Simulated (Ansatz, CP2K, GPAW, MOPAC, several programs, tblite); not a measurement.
# AgCl: cheap methods against density-functional theory

Aim: run AgCl through methods of unlike cost and see what each gets, and at what price.

Method: no spin polarisation, static lattice; gaps from single points on the cell relaxed beforehand with r²SCAN, in MOPAC, tblite, CP2K, GPAW, Ansatz (versions at each run).

## 1. The structure to begin with

The structure is hexagonal, space group P6_3/mmc (No. 194). The conventional cell has a = 4.520 Å, b = 4.520 Å, c = 5.722 Å, α = 90.00°, β = 90.00°, γ = 120.00°. Ag (site symmetry -6m2) is surrounded by 5 Cl at 2.61 to 2.86 Å. Around Cl (site symmetry -6m2) lie 5 Ag at 2.61 to 2.86 Å.

Coordinates:

```cif
data_structure
_symmetry_space_group_name_H-M 'P6_3/mmc'
_symmetry_Int_Tables_number 194
_cell_length_a 4.5197
_cell_length_b 4.5197
_cell_length_c 5.7225
_cell_angle_alpha 90.000
_cell_angle_beta 90.000
_cell_angle_gamma 120.000
_cell_volume 101.24
loop_
_atom_site_label
_atom_site_type_symbol
_atom_site_symmetry_multiplicity
_atom_site_Wyckoff_symbol
_atom_site_fract_x
_atom_site_fract_y
_atom_site_fract_z
_atom_site_occupancy
Ag1 Ag 2 d 0.33333 0.66667 0.75000 1
Cl1 Cl 2 c 0.33333 0.66667 0.25000 1
```

The structure type (wurtzite) is imposed and need not be the compound's stable one.

**Question.** The methods are PM6, PM7, GFN1-xTB (tblite), GFN2-xTB (tblite), PBE/DZVP, PBE/single-zeta, PBE/SZV, coarse PBE, GLLB-SC, PBE, r2SCAN. What gap does r2SCAN give on this cell, and which other methods (full PBE left aside) come nearest to r2SCAN and farthest in gap, volume and bulk modulus?

```
                                               quantity                                                                      value
                                                 r2SCAN                                      gap 1.81 eV, 25.31 Å³/atom, B₀ 39 GPa
         gap: nearest and farthest of the other methods                                         PM6 (+0.03 eV), GLLB-SC (+1.37 eV)
      volume: nearest and farthest of the other methods  GFN1-xTB (tblite), GFN2-xTB (tblite) (about 2.4 % off); PBE/DZVP (+5.3 %)
bulk modulus: nearest and farthest of the other methods    GFN2-xTB (tblite), PBE/DZVP (about 17 % off); GFN1-xTB (tblite) (+21 %)
```

For the gap, of the 9 methods compared (full PBE left aside), PM6 comes nearest to r2SCAN and GLLB-SC is farthest. For the volume (full PBE left aside), GFN1-xTB (tblite), GFN2-xTB (tblite) tie for nearest to r2SCAN; PBE/DZVP is farthest. For the bulk modulus (full PBE left aside), GFN2-xTB (tblite), PBE/DZVP tie for nearest to r2SCAN; GFN1-xTB (tblite) is farthest. A minimal basis or a coarse cutoff and mesh shifts results by its own error, so closeness to r2SCAN can be chance. Cluster runs see only the k-points that fold onto the zone centre, so their gaps can miss the band edges. GLLB-SC is compared with its derivative discontinuity added. No volume is given for PM6, PM7, PBE/single-zeta, PBE/SZV, coarse PBE, which can hide a larger miss. CPU times run from 2 s (coarse PBE) to 2.5 min (GLLB-SC). On this cell PM6, PM7, PBE/DZVP, PBE/single-zeta, GLLB-SC cost more than r2SCAN itself (19 s), so they are no saving here. r2SCAN is a yardstick, not the truth: it usually gives gaps below the measured ones.
